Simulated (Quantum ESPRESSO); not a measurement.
CdSe:

```xyz
2
Lattice="0.0000 3.0703 3.0703 3.0703 0.0000 3.0703 3.0703 3.0703 0.0000" Properties=species:S:1:pos:R:3 pbc="T T T"
Cd    0.0000    0.0000    0.0000
Se    1.5351    1.5351    1.5351
```

Measurements of this composition are mostly on another form, of space group No. 186.

* Program: Quantum ESPRESSO 7.5
* Task: phonons
* Functional: RPBE
* Potentials or basis: GBRV 1.5 PBE
* Cutoff: 612 eV
* Density cutoff: 4898 eV
* k mesh: 4 × 4 × 4, shifted
* Occupations: fermi-dirac, width 0.05 eV
* Spin: no spin polarisation
* Mixing beta: 0.5
* Most SCF iterations: 120
* SCF threshold: 4e-10 Ry

The cell and the atoms were relaxed first, to 31.12 Å³/atom (a = 4.448 Å, b = 4.448 Å, c = 4.448 Å, α = 60.00°, β = 60.00°, γ = 60.00°), and the response was taken there.

The first run showed a gap, so the response started from a second, tighter run with fixed occupations.

Problem. What is the highest optical frequency at the zone centre, leaving out the macroscopic field of polar modes?

Solution. 144 cm⁻¹, a mode of symmetry T2 (IR and Raman). With the field the highest mode lies at 183 cm⁻¹.

Optical modes at Γ, degenerate ones joined, polar ones without the macroscopic field:
| cm⁻¹ | components | symmetry | active in | IR intensity, summed ((D/Å)²/amu) |
| --- | --- | --- | --- | --- |
| 144 | 3 | T2 | IR and Raman | 8.45 |

Zone-centre frequencies without and with the macroscopic field along z (cm⁻¹):
|  | optical modes in rising order |
| --- | --- |
| without | 144 144 144 |
| with the field | 144 144 183 |

Caveat: the potentials were made for another functional, which shifts forces and pressure.
